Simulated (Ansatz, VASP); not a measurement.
**One calculation of BeS, two programs**

```
Be S
1.0
     2.42215    2.42215    0.00000
    -2.42215    2.42215    0.00000
     0.00000    2.42215    2.37837
Be S
1 1
Direct
  0.00000 0.00000 0.00000
  0.75000 0.25000 0.50000
```

Change from the starting cell: film at in-plane strain +0.01.

Alike in both runs: task single point; functional LDA; k mesh 8 × 8 × 8; no spin polarisation.

|  | VASP | Ansatz |
| --- | --- | --- |
| version | VASP 6.6.1 | Ansatz 0.2.0 |
| potentials or method | VASP PAW LDA potentials, release 64 (Be, S), cutoff 520 eV | all-electron LAPW, scalar-relativistic |
| occupations | gaussian, width 0.01 eV | fixed |

|  | VASP | Ansatz | Ansatz less VASP |
| --- | --- | --- | --- |
| gap on the k mesh at the Fermi level (eV) | 2.70 | 2.69 | -0.005 |
| pressure (GPa) | -1.1 | -1.2 | -0.06 |
| largest component of the traceless stress (GPa) | 1.16 | 1.16 | +0.002 |

Ansatz ran all-electron here, so the differences hold the error of VASP's frozen core and of both bases.

A k mesh can miss the band edges.
